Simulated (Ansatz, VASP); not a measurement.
# Te2Os: VASP beside Ansatz, part 2 of 2

Aim: how closely do two programs agree when they are given the same cell, functional and k mesh? The cell is taken from a series of runs on this material, whose earlier steps may have relaxed, scaled, displaced or heated it; both programs get it as it stands.

VASP 6.6.1 and Ansatz 0.2.0.

So far: Set-up; Ansatz: relaxation of cell and atoms, PBEsol.

## (3) VASP: relaxation of cell and atoms, PBEsol

Level of this step: PBEsol, no spin polarisation; plane waves and PAW (Te, Os) (VASP).

The same cell, functional, mesh and smearing now go to VASP, with its own data sets.

Lines of VASP's logs that name or quote its potential files are left out, and so is its time.

The input, INCAR:

```
SYSTEM = Te2Os
PREC = Accurate
ENCUT = 600
EDIFF = 1E-07
NELM = 120
ISMEAR = 0
SIGMA = 0.1
LREAL = .FALSE.
ALGO = Normal
GGA = PS
NBANDS = 52
LASPH = .TRUE.
LORBIT = 11
LWAVE = .FALSE.
LCHARG = .FALSE.
ISIF = 3
IBRION = 2
NSW = 80
EDIFFG = -0.005
GGA_COMPAT = .FALSE.
NELMIN = 4
KPAR = 2
```

The input, POSCAR:

```
Te2Os
1.0
    6.3970000000      0.0000000000      0.0000000000
    0.0000000000      6.3970000000      0.0000000000
    0.0000000000      0.0000000000      6.3970000000
Te Os
8 4
Direct
    0.3728999531      0.3728999531      0.3728999531
    0.1271000469      0.6271000469      0.8728999531
    0.8728999531      0.1271000469      0.6271000469
    0.6271000469      0.8728999531      0.1271000469
    0.6271000469      0.6271000469      0.6271000469
    0.8728999531      0.3728999531      0.1271000469
    0.1271000469      0.8728999531      0.3728999531
    0.3728999531      0.1271000469      0.8728999531
    0.0000000000      0.0000000000      0.0000000000
    0.5000000000      0.0000000000      0.5000000000
    0.5000000000      0.5000000000      0.0000000000
    0.0000000000      0.5000000000      0.5000000000
```

The input, KPOINTS:

```
Automatic mesh
0
Gamma
6 6 6
0 0 0
```

PAW data sets: Te and Os (PBE family, release 64).

Launch:

```bash
mpirun -np 2 vasp_std
```

Numbers of over 12 decimals in the logs are rounded to 6 here.

Log:

```text
[banner, memory and clock lines left out]
running    2 mpi-ranks, on    1 nodes
 distrk:  each k-point on    1 cores,    2 groups
 distr:  one band on    1 cores,    1 groups

 POSCAR found type information on POSCAR TeOs
 POSCAR found :  2 types and      12 ions
|                                                                             |
|               ----> ADVICE to this user running VASP <----                  |
|                                                                             |
|     You enforced a specific xc type in the INCAR file but a different       |
|     [... a line on the potential file left out ...]
|     I HOPE YOU KNOW WHAT YOU ARE DOING!                                     |
|                                                                             |

 LDA part: xc-table for (Slater+PW92), standard interpolation
 POSCAR, INCAR and KPOINTS ok, starting setup
 FFT: planning ... GRIDC
 FFT: planning ... GRID_SOFT
 FFT: planning ... GRID
 WAVECAR not read
 entering main loop
       N       E                     dE             d eps       ncg     rms          rms(c)
DAV:   1     0.507292831881E+03    0.50729E+03   -0.35613E+04  2496   0.151E+03
DAV:   2    -0.189531047489E+02   -0.52625E+03   -0.48989E+03  2756   0.348E+02
DAV:   3    -0.779189466339E+02   -0.58966E+02   -0.56071E+02  3272   0.968E+01
DAV:   4    -0.801098776432E+02   -0.21909E+01   -0.21600E+01  3096   0.212E+01
DAV:   5    -0.801870362952E+02   -0.77159E-01   -0.76871E-01  3308   0.409E+00    0.266E+01
DAV:   6    -0.790525542421E+02    0.11345E+01   -0.82266E-01  3400   0.400E+00    0.145E+01
DAV:   7    -0.785694852575E+02    0.48307E+00   -0.76513E-01  2964   0.339E+00    0.347E+00
DAV:   8    -0.785430436899E+02    0.26442E-01   -0.17454E-01  3364   0.267E+00    0.121E+00
DAV:   9    -0.785431368635E+02   -0.93174E-04   -0.12537E-02  2984   0.425E-01    0.850E-01
DAV:  10    -0.785423447367E+02    0.79213E-03   -0.55154E-03  3476   0.364E-01    0.298E-01
DAV:  11    -0.785420395327E+02    0.30520E-03   -0.86400E-04  3120   0.162E-01    0.125E-01
DAV:  12    -0.785420476997E+02   -0.81670E-05   -0.13114E-04  2820   0.450E-02    0.491E-02
DAV:  13    -0.785420428524E+02    0.48473E-05   -0.58689E-06  3688   0.123E-02    0.324E-02
DAV:  14    -0.785420381737E+02    0.46787E-05   -0.78407E-06  3656   0.151E-02    0.903E-03
DAV:  15    -0.785420376427E+02    0.53105E-06   -0.76406E-07  2908   0.388E-03    0.386E-03
DAV:  16    -0.785420376585E+02   -0.15833E-07   -0.21573E-08  1504   0.701E-04
   1 F= -.78542038E+02 E0= -.78541263E+02  d E =-.785420E+02
[...]
2 F= -.78548776E+02 E0= -.78547830E+02  d E =-.673851E-02
[...]
3 F= -.78548949E+02 E0= -.78547951E+02  d E =-.691143E-02
[...]
4 F= -.78547701E+02 E0= -.78546501E+02  d E =0.124834E-02
 trial-energy change:    0.001248  1 .order    0.001148   -0.005177    0.007473
 step:   0.4129(harm=  0.4247)  dis= 0.00117  next Energy=   -78.549973 (dE=-0.102E-02)
 bond charge predicted
       N       E                     dE             d eps       ncg     rms          rms(c)
DAV:   1    -0.785536212443E+02   -0.59205E-02   -0.12074E-01  2640   0.126E+00    0.610E-01
DAV:   2    -0.785509013845E+02    0.27199E-02   -0.12578E-02  3000   0.610E-01    0.143E-01
DAV:   3    -0.785501876706E+02    0.71371E-03   -0.14789E-03  3084   0.224E-01    0.130E-01
DAV:   4    -0.785499786427E+02    0.20903E-03   -0.73879E-04  2704   0.866E-02    0.423E-02
DAV:   5    -0.785499665563E+02    0.12086E-04   -0.75257E-05  3556   0.534E-02    0.461E-02
DAV:   6    -0.785499700941E+02   -0.35378E-05   -0.15159E-05  3292   0.172E-02    0.216E-02
DAV:   7    -0.785499683678E+02    0.17263E-05   -0.60107E-06  3404   0.174E-02    0.240E-03
DAV:   8    -0.785499683748E+02   -0.69331E-08   -0.11389E-06  2624   0.358E-03    0.152E-03
DAV:   9    -0.785499683739E+02    0.87039E-09   -0.17396E-08  1316   0.769E-04
   5 F= -.78549968E+02 E0= -.78548897E+02  d E =-.101928E-02
 curvature:  -0.30 expect dE=-0.392E-06 dE for cont linesearch -0.357E-06
 trial: gam=-0.01001 g(F)=  0.108E-05 g(S)=  0.216E-06 ort = 0.916E-04 (trialstep = 0.913E+00)
 search vector abs. value=  0.172E-06
 reached required accuracy - stopping structural energy minimisation
```

OUTCAR, selected parts (step 3):

```text
ion  position               nearest neighbor table
   1  0.373  0.373  0.373-  10 2.65  11 2.65  12 2.65   5 2.82   6 3.56   7 3.56   8 3.56   8 3.56
                             7 3.56   6 3.56
   2  0.127  0.627  0.873-   9 2.65  11 2.65  12 2.65   6 2.82   5 3.56   7 3.56   8 3.56   7 3.56
                             8 3.56   5 3.56
   3  0.873  0.127  0.627-   9 2.65  10 2.65  12 2.65   7 2.82   6 3.56   5 3.56   8 3.56   6 3.56
                             5 3.56   8 3.56
   4  0.627  0.873  0.127-   9 2.65  10 2.65  11 2.65   8 2.82   6 3.56   7 3.56   5 3.56   5 3.56
                             6 3.56   7 3.56
   5  0.627  0.627  0.627-  10 2.65  11 2.65  12 2.65   1 2.82   2 3.56   3 3.56   4 3.56   4 3.56
                             3 3.56   2 3.56
   6  0.873  0.373  0.127-   9 2.65  11 2.65  12 2.65   2 2.82   1 3.56   3 3.56   4 3.56   3 3.56
                             4 3.56   1 3.56
   7  0.127  0.873  0.373-   9 2.65  10 2.65  12 2.65   3 2.82   2 3.56   1 3.56   4 3.56   2 3.56
                             1 3.56   4 3.56
   8  0.373  0.127  0.873-   9 2.65  10 2.65  11 2.65   4 2.82   2 3.56   3 3.56   1 3.56   1 3.56
                             2 3.56   3 3.56
   9  0.000  0.000  0.000-   2 2.65   3 2.65   4 2.65   6 2.65   7 2.65   8 2.65
  10  0.500  0.000  0.500-   1 2.65   3 2.65   4 2.65   5 2.65   7 2.65   8 2.65
  11  0.500  0.500  0.000-   1 2.65   2 2.65   4 2.65   5 2.65   6 2.65   8 2.65
  12  0.000  0.500  0.500-   1 2.65   2 2.65   3 2.65   5 2.65   6 2.65   7 2.65

  LATTYP: Found a simple cubic cell.
 ALAT       =     6.3970000000

 Subroutine GETGRP returns: Found 24 space group operations
 (whereof  6 operations were pure point group operations)

The static configuration has the point symmetry S_6 .
 The point group associated with its full space group is T_h .

 Found     24 irreducible k-points:

   k-points           NKPTS =     24   k-points in BZ     NKDIM =     24   number of bands    NBANDS=     52

   dimension x,y,z NGX =    54 NGY =   54 NGZ =   54
   dimension x,y,z NGXF=   108 NGYF=  108 NGZF=  108

   ENCUT  =  600.0 eV  44.10 Ry    6.64 a.u.  12.78 12.78 12.78*2*pi/ulx,y,z

   NELECT =      80.0000    total number of electrons

 k-points in reciprocal lattice and weights: Automatic mesh
   0.00000000  0.00000000  0.00000000       0.005
   0.16666667  0.00000000  0.00000000       0.028
   0.33333333  0.00000000  0.00000000       0.028
   0.50000000  0.00000000  0.00000000       0.014
   0.16666667  0.16666667  0.00000000       0.056
   0.33333333  0.16666667  0.00000000       0.056
  -0.16666667  0.33333333  0.00000000       0.056
   0.50000000  0.16666667  0.00000000       0.028
  -0.16666667  0.50000000  0.00000000       0.028
[...]
0.50000000  0.50000000  0.33333333       0.028
   0.50000000  0.50000000  0.50000000       0.005

 average (electrostatic) potential at core
       1 -85.8672       2 -85.8672       3 -85.8672       4 -85.8672       5 -85.8672
       6 -85.8672       7 -85.8672       8 -85.8672       9 -42.2698      10 -42.2698
      11 -42.2698      12 -42.2698

 E-fermi :   8.6008

 k-point     1 :       0.0000    0.0000    0.0000
  band No.  band energies     occupation
    ...
     37       7.9669      2.00000
     38       8.2779      2.00000
     39       8.3109      1.99996
     40       8.3109      1.99996
     41       8.3109      1.99996
     42      10.3656      0.00000
     43      10.3656      0.00000
     44      10.3656      0.00000
     45      11.1946      0.00000
     46      11.1946      0.00000
    ...

 k-point     2 :       0.1667    0.0000    0.0000
  band No.  band energies     occupation
    ...
     36       7.7846      2.00000
     37       8.1582      2.00000
     38       8.1901      2.00000
     39       8.2502      2.00000
     40       8.3967      1.99611
     41       8.7190      0.09454
     42      10.2731      0.00000
     43      10.3494      0.00000
     44      10.4136      0.00000
     45      10.8831      0.00000
    ...

 k-point     3 :       0.3333    0.0000    0.0000
  band No.  band energies     occupation
    ...
     36       7.9342      2.00000
     37       8.0739      2.00000
     38       8.3138      1.99995
     39       8.3332      1.99985
     40       8.5177      1.75997
     41       9.4476      0.00000
     42      10.1626      0.00000
     43      10.3905      0.00000
     44      10.6813      0.00000
     45      10.6960      0.00000
    ...

  Total        0.0042338      0.0042338      0.0042338     -0.0000000     -0.0000000     -0.0000000
  in kB        0.0259454      0.0259454      0.0259454     -0.0000000     -0.0000000     -0.0000000
  external PRESSURE =       0.0259454 kB  Pullay stress =       0.0000000 kB

  energy-cutoff  :      600.00
  volume of cell :      261.45
      direct lattice vectors                 reciprocal lattice vectors
     6.394311138  0.000000000 -0.000000000     0.156389012 -0.000000000  0.000000000
     0.000000000  6.394311138 -0.000000000    -0.000000000  0.156389012  0.000000000
    -0.000000000 -0.000000000  6.394311138     0.000000000 -0.000000000  0.156389012

 POSITION                                       TOTAL-FORCE (eV/Angst)
 -----------------------------------------------------------------------------------
      2.37770      2.37770      2.37770        -0.000965     -0.000965     -0.000965
      0.81945      4.01661      5.57486         0.000965      0.000965     -0.000965
      5.57486      0.81945      4.01661        -0.000965      0.000965      0.000965
      4.01661      5.57486      0.81945         0.000965     -0.000965      0.000965
      4.01661      4.01661      4.01661         0.000965      0.000965      0.000965
      5.57486      2.37770      0.81945        -0.000965     -0.000965      0.000965
      0.81945      5.57486      2.37770         0.000965     -0.000965     -0.000965
      2.37770      0.81945      5.57486        -0.000965      0.000965     -0.000965
      0.00000      0.00000     -0.00000         0.000000      0.000000      0.000000
      3.19716      0.00000      3.19716        -0.000000      0.000000      0.000000
      3.19716      3.19716     -0.00000         0.000000      0.000000      0.000000
      0.00000      3.19716      3.19716         0.000000      0.000000      0.000000
 -----------------------------------------------------------------------------------
    total drift:                                0.000000     -0.000000      0.000000

  FREE ENERGIE OF THE ION-ELECTRON SYSTEM (eV)
  ---------------------------------------------------
  free  energy   TOTEN  =       -78.5499683739 eV

  energy  without entropy=      -78.5478252133  energy(sigma->0) =      -78.54889679

 reached required accuracy - stopping structural energy minimisation

 total charge
# of ion       s       p       d       tot
------------------------------------------
    1        1.356   1.925   0.115   3.395
    2        1.356   1.925   0.115   3.395
    3        1.356   1.925   0.115   3.395
    4        1.356   1.925   0.115   3.395
    5        1.356   1.925   0.115   3.395
    6        1.356   1.925   0.115   3.395
    7        1.356   1.925   0.115   3.395
    8        1.356   1.925   0.115   3.395
    9        0.549   0.589   6.232   7.370
   10        0.549   0.589   6.232   7.370
   11        0.549   0.589   6.232   7.370
   12        0.549   0.589   6.232   7.370
--------------------------------------------------
tot         13.046  17.751  25.844  56.641

[... 3 further parts left out ...]
```

CONTCAR:

```
Te2Os
   1.00000000000000
     6.3943111378197814    0.0000000000000000   -0.0000000000000000
     0.0000000000000000    6.3943111378197814   -0.0000000000000000
    -0.0000000000000000   -0.0000000000000000    6.3943111378197814
  Te              Os
     8     4
Direct
     0.3718468443549893    0.3718468443549893    0.3718468443549893
     0.1281531556450107    0.6281531556450106    0.8718468443549894
     0.8718468443549894    0.1281531556450107    0.6281531556450106
     0.6281531556450106    0.8718468443549894    0.1281531556450107
     0.6281531556450106    0.6281531556450106    0.6281531556450106
     0.8718468443549894    0.3718468443549893    0.1281531556450107
     0.1281531556450107    0.8718468443549894    0.3718468443549893
     0.3718468443549893    0.1281531556450107    0.8718468443549894
     0.0000000000000000    0.0000000000000000    0.0000000000000000
     0.5000000000000000    0.0000000000000000    0.5000000000000000
     0.5000000000000000    0.5000000000000000    0.0000000000000000
     0.0000000000000000    0.5000000000000000    0.5000000000000000
```

This run has no spin polarisation, so a moment on Os, if there is one, isn't seen.

## (4) Comparison

Known differences besides the potentials themselves: the data sets hold 192 valence electrons in Ansatz (on its default PAW (the set named soft_2) files) and 80 in VASP; the cutoff is 420 eV in Ansatz and 600 eV in VASP; Ansatz makes its cores anew for this functional, VASP keeps those of its PBE data sets; Ansatz adds a Pulay correction to the stress that steers its cell, VASP none. Total energies have different zeros and are not compared.

Compared:

| quantity | Ansatz | VASP | difference |
| --- | --- | --- | --- |
| volume (Å³) | 261.27 | 261.45 | -0.07 % |
| edge a after relaxation, in the typed setting (Å) | 6.393 | 6.394 | -0.02 % |

## (5) Outcome

```
difference in volume (relaxation of cell and atoms, PBEsol) : -0.067 %
```

**Reading.** The difference in volume is -0.067 % (relaxation of cell and atoms, PBEsol), within the 1.2 % picked in this series as the mark of a large difference, as far as the stopping tolerances let one tell. The data sets hold unlike numbers of valence electrons (192 in Ansatz and 80 in VASP), so part of the differences comes from the potentials. How closely two codes agree says nothing of how well the functional describes the real material.

[Lines on the potential files, build, host, timing and source positions are cut from VASP's logs without a mark.]

[Logs are printed without paths, hosts, clocks, repeated set-up lines and the standing remarks that a program may print on its own settings, such as how far it seeks lower states.]

[Hosts, paths, dates, database ids (printed as entryN), source tags and the programs' standing remarks are cut or masked in the printed files.]
